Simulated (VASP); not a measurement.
# SiO2 (Cristobalite) (P4_12_12) in VASP: settings compared

The runs below take SiO2 (Cristobalite) through relaxation of cell and atoms, with PBEsol, PBE.

Program: VASP 6.6.1. These are calculated values, not measurements. Logs are shortened: lines on timing, memory, paths and dates and some standing lists are left out, and cuts for length are marked.

### 1 Starting point

Symmetry: P4_12_12, No. 92, tetragonal system. Conventional cell: a = 5.024 Å, b = 5.024 Å, c = 7.003 Å, α = 90.00°, β = 90.00°, γ = 90.00°. Si (site symmetry 2) is surrounded by 4 O at 1.62 Å. O (site symmetry 1) is surrounded by 2 Si at 1.62 Å.

### 2 Relaxation of cell and atoms, PBEsol

The input, INCAR:

```
ALGO = Normal
EDIFF = 1E-7
EDIFFG = -0.005
ENCUT = 600
GGA = PS
IBRION = 2
ISIF = 3
ISMEAR = 0
KPAR = 4
LASPH = T
LCHARG = F
LREAL = F
LWAVE = F
NELM = 80
NSW = 90
PREC = Accurate
SIGMA = 0.03
```

The input, KPOINTS:

```
k-points
0
Gamma
  6 6 4
```

The input, POSCAR:

```
SiO2                                    
1.0
    5.0239567513      0.0000000000     -0.0000000000
    0.0000000000      5.0239567513     -0.0000000000
   -0.0000000000     -0.0000000000      7.0029480121
  Si              O             
     4     8
Direct
     0.2992801980269790    0.2992801980269790    0.0000000000000000
     0.2007198019730211    0.7992801980269789    0.2500000000000000
     0.7007198019730211    0.7007198019730211    0.5000000000000000
     0.7992801980269789    0.2007198019730211    0.7500000000000000
     0.2392643930176416    0.1036644238098188    0.1788551913702049
     0.3963355761901812    0.7392643930176416    0.4288551913702049
     0.7607356069823584    0.8963355761901812    0.6788551913702049
     0.6036644238098188    0.2607356069823585    0.9288551913702049
     0.7392643930176416    0.3963355761901812    0.5711448086297951
     0.8963355761901812    0.7607356069823584    0.3211448086297951
     0.2607356069823585    0.6036644238098188    0.0711448086297951
     0.1036644238098188    0.2392643930176416    0.8211448086297951
```

Potentials or basis: VASP PAW PBE potentials, release 64 (Si, O).

The run is started by

```bash
cat potpaw_PBE.64/Si/POTCAR potpaw_PBE.64/O/POTCAR > POTCAR
mpirun -np 4 vasp_std > vasp.out
```

OUTCAR:

```text
EDIFF = 1E-7
   EDIFFG = -0.005
   ENCUT = 600
   GGA = PS
   IBRION = 2
   ISIF = 3
   ISMEAR = 0
   LASPH = T
   LREAL = F
   NELM = 80
   NSW = 90
   PREC = Accurate

 ion  position               nearest neighbor table
   1  0.299  0.299  0.000-   8 1.62  11 1.62   5 1.62  12 1.62   2 3.10   4 3.10   2 3.10   4 3.10

   2  0.201  0.799  0.250-   5 1.62  10 1.62   6 1.62  11 1.62   1 3.10   3 3.10   1 3.10   3 3.10

   3  0.701  0.701  0.500-   6 1.62   9 1.62   7 1.62  10 1.62   2 3.10   4 3.10   4 3.10   2 3.10

   4  0.799  0.201  0.750-   7 1.62  12 1.62   9 1.62   8 1.62   1 3.10   3 3.10   3 3.10   1 3.10

   5  0.239  0.104  0.179-   2 1.62   1 1.62
   6  0.396  0.739  0.429-   3 1.62   2 1.62
   7  0.761  0.896  0.679-   4 1.62   3 1.62
   8  0.604  0.261  0.929-   1 1.62   4 1.62
   9  0.739  0.396  0.571-   3 1.62   4 1.62
  10  0.896  0.761  0.321-   2 1.62   3 1.62
  11  0.261  0.604  0.071-   1 1.62   2 1.62
  12  0.104  0.239  0.821-   4 1.62   1 1.62

  LATTYP: Found a simple tetragonal cell.
 ALAT       =     5.0239567513
 C/A-ratio  =     1.3939108871

  Lattice vectors:

 A1 = (   5.0239567513,   0.0000000000,   0.0000000000)
 A2 = (   0.0000000000,   5.0239567513,   0.0000000000)
 A3 = (   0.0000000000,   0.0000000000,   7.0029480121)

Analysis of symmetry for initial positions (statically):
=====================================================================
 Subroutine PRICEL returns:
 Original cell was already a primitive cell.

 Routine SETGRP: Setting up the symmetry group for a
 simple tetragonal supercell.

 Subroutine GETGRP returns: Found  8 space group operations
 (whereof  2 operations were pure point group operations)
 out of a pool of 16 trial point group operations.

The static configuration has the point symmetry C_2 .
 The point group associated with its full space group is D_4 .

Analysis of symmetry for dynamics (positions and initial velocities):
=====================================================================
 Subroutine PRICEL returns:
 Original cell was already a primitive cell.

 Routine SETGRP: Setting up the symmetry group for a
 simple tetragonal supercell.

 Subroutine GETGRP returns: Found  8 space group operations
 (whereof  2 operations were pure point group operations)
 out of a pool of 16 trial point group operations.

The dynamic configuration has the point symmetry C_2 .
 The point group associated with its full space group is D_4 .

 Subroutine INISYM returns: Found  8 space group operations
 (whereof  2 operations are pure point group operations),
 and found     1 'primitive' translations

----------------------------------------------------------------------------------------

                                     Primitive cell

  volume of cell :     176.7554

  direct lattice vectors                    reciprocal lattice vectors
     5.023956751  0.000000000  0.000000000     0.199046299  0.000000000  0.000000000
     0.000000000  5.023956751  0.000000000     0.000000000  0.199046299  0.000000000
     0.000000000  0.000000000  7.002948012     0.000000000  0.000000000  0.142797005

  length of vectors
     5.023956751  5.023956751  7.002948012     0.199046299  0.199046299  0.142797005

  position of ions in fractional coordinates (direct lattice)
     0.299280198  0.299280198  0.000000000
     0.200719802  0.799280198  0.250000000
     0.700719802  0.700719802  0.500000000
     0.799280198  0.200719802  0.750000000
     0.239264393  0.103664424  0.178855191
     0.396335576  0.739264393  0.428855191
     0.760735607  0.896335576  0.678855191
     0.603664424  0.260735607  0.928855191
     0.739264393  0.396335576  0.571144809
     0.896335576  0.760735607  0.321144809
     0.260735607  0.603664424  0.071144809
     0.103664424  0.239264393  0.821144809

  ion indices of the primitive-cell ions
   primitive index   ion index
                 1           1
                 2           2
                 3           3
                 4           4
                 5           5
                 6           6
                 7           7
                 8           8
                 9           9
                10          10
                11          11
                12          12

----------------------------------------------------------------------------------------

 KPOINTS: k-points

Automatic generation of k-mesh.
 Grid dimensions read from file:
 generate k-points for:    6    6    4

 Generating k-lattice:

  Cartesian coordinates                     Fractional coordinates (reciprocal lattice)
     0.033174383  0.000000000  0.000000000     0.166666667  0.000000000  0.000000000
     0.000000000  0.033174383  0.000000000     0.000000000  0.166666667  0.000000000
     0.000000000  0.000000000  0.035699251     0.000000000  0.000000000  0.250000000

  Length of vectors
     0.033174383  0.033174383  0.035699251

  Shift w.r.t. Gamma in fractional coordinates (k-lattice)
     0.000000000  0.000000000  0.000000000

 Subroutine IBZKPT returns following result:
 ===========================================

 Found     30 irreducible k-points:

 Following reciprocal coordinates:
            Coordinates               Weight
  0.000000  0.000000  0.000000      1.000000
  0.166667  0.000000  0.000000      4.000000
  0.333333  0.000000  0.000000      4.000000
  0.500000  0.000000  0.000000      2.000000
  0.166667  0.166667  0.000000      4.000000
  0.333333  0.166667  0.000000      8.000000
[... 16 lines left out ...]
  0.333333  0.000000  0.500000      4.000000
  0.500000  0.000000  0.500000      2.000000
 [... further k-points ...]
   k-points           NKPTS =     30   k-points in BZ     NKDIM =     30   number of bands    NBANDS=     39
   number of dos      NEDOS =    301   number of ions     NIONS =     12
   total plane-waves  NPLWV =  89600
   dimension x,y,z NGX =    40 NGY =   40 NGZ =   56
   dimension x,y,z NGXF=    80 NGYF=   80 NGZF=  112
   ions per type =               4   8
   NGX,Y,Z   is equivalent  to a cutoff of  13.24, 13.24, 13.29 a.u.
   NGXF,Y,Z  is equivalent  to a cutoff of  26.47, 26.47, 26.59 a.u.
 SYSTEM =  unknown system
   PREC   = accura    normal or accurate (medium, high low for compatibility)
   ISTART =      0    job   : 0-new  1-cont  2-samecut
   ICHARG =      2    charge: 1-file 2-atom 10-const
   ISPIN  =      1    spin polarized calculation?
   LNONCOLLINEAR =      F non collinear calculations
   LSORBIT =      F    spin-orbit coupling
   LASPH  =      T    aspherical Exc in radial PAW
   ENCUT  =  600.0 eV  44.10 Ry    6.64 a.u.  10.03 10.03 13.99*2*pi/ulx,y,z
   NELM   =     80;   NELMIN=  2; NELMDL= -5     # of ELM steps
   EDIFF  = 0.1E-06   stopping-criterion for ELM
   LREAL  =      F    real-space projection
   EDIFFG = -.5E-02   stopping-criterion for IOM
   NSW    =     90    number of steps for IOM
   IBRION =      2    ionic relax: 0-MD 1-quasi-New 2-CG
   NFREE  =      1    steps in history (QN), initial steepest desc. (CG)
   ISIF   =      3    stress and relaxation
   ISYM   =      2    0-nonsym 1-usesym 2-fastsym
   POTIM  = 0.5000    time-step for ionic-motion
   TEBEG  =    0.0;   TEEND  =   0.0 temperature during run
   PSTRESS=    0.0 pullay stress
   NELECT =      64.0000    total number of electrons
   NUPDOWN=      -1.0000    fix difference up-down
   EMIN   =  10.00;   EMAX   =-10.00  energy-range for DOS
   EFERMI =   0.00;   METHOD = LEGACY
   ISMEAR =     0;   SIGMA  =   0.03  broadening in eV -4-tet -1-fermi 0-gaus
   EFERMI_NEDOS =   21; number of points for ismear=-14 and -15
   IALGO  =     38    algorithm
   IMIX   =      4    mixing-type and parameters
     AMIX     =   0.40;   BMIX     =  1.00
     AMIX_MAG =   1.60;   BMIX_MAG =  1.00
  volume/ion in A,a.u.               =      14.73        99.40
  Fermi-wavevector in a.u.,A,eV,Ry     =   1.166838  2.205004 18.524483  1.361511
  Thomas-Fermi vector in A             =   2.303346
   LORBIT       =      0    0 simple, 1 ext, 2 COOP (PROOUT), +10 PAW based schemes
   GGA     = PS    functional components
   LHFCALC =     F    Hartree Fock is set to
   AEXX    =    0.0000 exact exchange contribution
   IVDW    =     0    specifies the selected vdW correction
   LEPSILON=     F    determine dielectric tensor
   LRPA    =     F    only Hartree local field effects (RPA)
 conjugate gradient relaxation of ions
 non-spin polarized calculation
 Gauss-broadening in eV      SIGMA  =   0.03
  energy-cutoff  :      600.00
  volume of cell :      176.76
 maximum number of plane-waves:      5928
   NGX = 21   NGY = 21   NGZ = 27

--------------------------------------- Ionic step        1  -------------------------------------------

 number of electron      63.9999999 magnetization

 Free energy of the ion-electron system (eV)
  ---------------------------------------------------
  ext. energy  EPLUGINS =         0.00000000
  ---------------------------------------------------
  free energy    TOTEN  =       -98.72237841 eV

  energy without entropy =      -98.72237841  energy(sigma->0) =      -98.72237841

------------------------ aborting loop because EDIFF is reached ----------------------------------------

  FORCE on cell =-STRESS in cart. coord.  units (eV):
  Direction    XX          YY          ZZ          XY          YZ          ZX
  --------------------------------------------------------------------------------------
  -------------------------------------------------------------------------------------
  Total       -0.0005907     -0.0005907     -0.0123823      0.0000000     -0.0000000      0.0000000
  in kB       -0.0053540     -0.0053540     -0.1122379      0.0000000     -0.0000000      0.0000000
  external PRESSURE =      -0.0409820 kB  Pullay stress =       0.0000000 kB
[... 169 lines left out ...]
  energy  without entropy=      -98.7223977429  energy(sigma->0) =      -98.72239774

--------------------------------------- Ionic step        5  -------------------------------------------

 number of electron      63.9999999 magnetization

 Free energy of the ion-electron system (eV)
  ---------------------------------------------------
  ext. energy  EPLUGINS =         0.00000000
  ---------------------------------------------------
  free energy    TOTEN  =       -98.72240908 eV

  energy without entropy =      -98.72240908  energy(sigma->0) =      -98.72240908

 E-fermi :   0.0594     XC(G=0):  -8.4355

 val. band max:       -0.1316853922   @ k =   0.0000   0.0000   0.0000
 cond. band min:       5.4360848002   @ k =   0.0000   0.0000   0.0000
 fundamental gap:      5.5677701924
 Fermi energy:         0.0593724719

 k-point     1 :       0.0000    0.0000    0.0000
  band No.  band energies     occupation
      1     -19.4521      2.00000
      2     -18.5597      2.00000
      3     -18.5597      2.00000
      4     -17.4002      2.00000
      5     -17.3597      2.00000
      6     -17.3558      2.00000
[... 997 lines left out ...]
     38       9.0239      0.00000
     39       9.8250      0.00000

 [... further k-points ...]

------------------------ aborting loop because EDIFF is reached ----------------------------------------

  FORCE on cell =-STRESS in cart. coord.  units (eV):
  Direction    XX          YY          ZZ          XY          YZ          ZX
  --------------------------------------------------------------------------------------
  -------------------------------------------------------------------------------------
  Total        0.0078557      0.0078557     -0.0288445      0.0000000      0.0000000     -0.0000000
  in kB        0.0712169      0.0712169     -0.2614923      0.0000000      0.0000000     -0.0000000
  external PRESSURE =      -0.0396862 kB  Pullay stress =       0.0000000 kB
[... 27 lines left out ...]
  FREE ENERGIE OF THE ION-ELECTRON SYSTEM (eV)
  ---------------------------------------------------
  free  energy   TOTEN  =       -98.7224090822 eV

  energy  without entropy=      -98.7224090822  energy(sigma->0) =      -98.72240908

 reached required accuracy - stopping structural energy minimisation
```

Run time: 1.9 min. Hardware: 4 MPI ranks of Intel Xeon 6975P-C (Granite Rapids), shared host; peak memory 0.39 GiB.

Results:

| Item | Value |
| --- | --- |
| Free energy | -98.7224 eV |
| Relaxed volume | 14.73 Å³/atom |
| Relaxed cell | a = 5.024 Å, b = 5.024 Å, c = 7.001 Å, α = 90.00°, β = 90.00°, γ = 90.00° |
| Space group after relaxing (to 0.05 Å) | P4_12_12 (No. 92) |
| Energy gained by relaxing | 0.0 meV/atom |
| Ionic steps | 5 |
| Pressure after relaxing | 0.0 GPa |
| Band gap on the k mesh | 5.57 eV, direct |

Final structure:
```
CELL_PARAMETERS angstrom
5.02420 0.00000 0.00000
0.00000 5.02420 0.00000
0.00000 0.00000 7.00132
ATOMIC_POSITIONS crystal
Si 0.29917 0.29917 0.00000
Si 0.20083 0.79917 0.25000
Si 0.70083 0.70083 0.50000
Si 0.79917 0.20083 0.75000
O 0.23926 0.10362 0.17895
O 0.39638 0.73926 0.42895
O 0.76074 0.89638 0.67895
O 0.60362 0.26074 0.92895
O 0.73926 0.39638 0.57105
O 0.89638 0.76074 0.32105
O 0.26074 0.60362 0.07105
O 0.10362 0.23926 0.82105
```

Caveat: the PAW data sets were made with another functional, which shifts forces and pressure a little. A hybrid or GW would open this gap; PBEsol tends to underestimate it.

### 3 Relaxation of cell and atoms, PBE

This run uses another cell than the first one, of 14.40 Å³/atom, 0.978 times its volume.

The input, INCAR:

```
ALGO = Normal
EDIFF = 1E-6
EDIFFG = -0.01
ENCUT = 300
GGA = PE
IBRION = 2
ISIF = 3
ISMEAR = 0
LASPH = True
LCHARG = False
LREAL = False
LWAVE = False
NELM = 80
NSW = 90
PREC = Accurate
SIGMA = 0.03
```

The input, KPOINTS:

```
k-points
0
Gamma
  3 3 2
```

The input, POSCAR:

```
SiO2
1.0
    4.9820000000      0.0000000000      0.0000000000
    0.0000000000      4.9820000000      0.0000000000
    0.0000000000      0.0000000000      6.9630000000
Si O
4 8
Direct
    0.2989700000      0.2989700000      0.0000000000
    0.2010300000      0.7989700000      0.2500000000
    0.7010300000      0.7010300000      0.5000000000
    0.7989700000      0.2010300000      0.7500000000
    0.2398900000      0.1034700000      0.1781300000
    0.3965300000      0.7398900000      0.4281300000
    0.7601100000      0.8965300000      0.6781300000
    0.6034700000      0.2601100000      0.9281300000
    0.7398900000      0.3965300000      0.5718700000
    0.8965300000      0.7601100000      0.3218700000
    0.2601100000      0.6034700000      0.0718700000
    0.1034700000      0.2398900000      0.8218700000
```

Potentials or basis: VASP PAW PBE potentials, release 64 (Si, O_s).

The run is started by

```bash
cat potpaw_PBE.64/Si/POTCAR potpaw_PBE.64/O_s/POTCAR > POTCAR
mpirun -np 4 vasp_std > vasp.out
```

Run time: 83 s. Hardware: 4 MPI ranks of Intel Xeon Platinum 8259CL at 2.50GHz (Skylake/Cascade Lake), shared host; peak memory 0.12 GiB.

The run converged, but some of its settings lie outside the range that counts as converged, so its numbers aren't taken as properties of the crystal.

Results:

| Property | Result |
| --- | --- |
| Free energy | -94.4339 eV |
| Relaxed volume | 14.52 Å³/atom |
| Relaxed cell | a = 5.005 Å, b = 5.005 Å, c = 6.957 Å, α = 90.00°, β = 90.00°, γ = 90.00° |
| Space group after relaxing (to 0.05 Å) | P4_12_12 (No. 92) |
| Energy gained by relaxing | 8.9 meV/atom |
| Ionic steps | 33 |
| Largest force after relaxing | 0.008 eV/Å |
| Band gap on the k mesh | 5.57 eV, direct |

Caveat: the k mesh is coarse (spacing up to 0.45 Å⁻¹), so the values aren't converged; the cutoff is under 1.25 times the usual one of these potentials, so pressure, stress and relaxed cells hold a basis-set (Pulay) error.

### 4 Relaxation of cell and atoms, PBE

This run uses another cell than the first one, of 14.52 Å³/atom, 0.986 times its volume.

Edit INCAR of step 3 so:

```diff
@@ -1,4 +1,4 @@
 ALGO = Normal
-EDIFF = 1E-6
-EDIFFG = -0.01
+EDIFF = 1E-7
+EDIFFG = -0.005
 ENCUT = 300
```

KPOINTS is that of step 3.

The input, POSCAR:

```
SiO2                                    
1.0
    5.0045699558     -0.0000000000      0.0000000000
    0.0000000000      5.0045699558     -0.0000000000
    0.0000000000     -0.0000000000      6.9568241397
  Si              O             
     4     8
Direct
     0.3038422671392105    0.3038422671392105    1.0000000000000000
     0.1961577328607896    0.8038422671392103    0.2500000000000000
     0.6961577328607897    0.6961577328607897    0.5000000000000000
     0.8038422671392103    0.1961577328607896    0.7500000000000000
     0.2377333074040427    0.1119988487676503    0.1826890555756746
     0.3880011512323496    0.7377333074040427    0.4326890555756746
     0.7622666925959573    0.8880011512323498    0.6826890555756742
     0.6119988487676502    0.2622666925959575    0.9326890555756742
     0.7377333074040427    0.3880011512323496    0.5673109444243258
     0.8880011512323498    0.7622666925959573    0.3173109444243254
     0.2622666925959575    0.6119988487676502    0.0673109444243254
     0.1119988487676503    0.2377333074040427    0.8173109444243258
```

The run is started by

```bash
cat potpaw_PBE.64/Si/POTCAR potpaw_PBE.64/O_s/POTCAR > POTCAR
mpirun -np 4 vasp_std > vasp.out
```

Wall time 21 s (4 MPI ranks of Intel Xeon Platinum 8259CL at 2.50GHz (Skylake/Cascade Lake), shared host); peak memory 0.12 GiB.

These settings aren't checked as converged: the numbers below hold their error.

Results:

* Free energy: -94.4456 eV
* Relaxed volume: 14.53 Å³/atom
* Relaxed cell: a = 5.006 Å, b = 5.006 Å, c = 6.956 Å, α = 90.00°, β = 90.00°, γ = 90.00°
* Space group after relaxing (to 0.05 Å): P4_12_12 (No. 92)
* Energy gained by relaxing: 0.0 meV/atom
* Ionic steps: 5
* Largest force after relaxing: 0.003 eV/Å
* Band gap on the k mesh: 5.57 eV, direct

Caveat: the k mesh is coarse (spacing up to 0.45 Å⁻¹), so the values aren't converged; the cutoff is under 1.25 times the usual one of these potentials, so pressure, stress and relaxed cells hold a basis-set (Pulay) error.
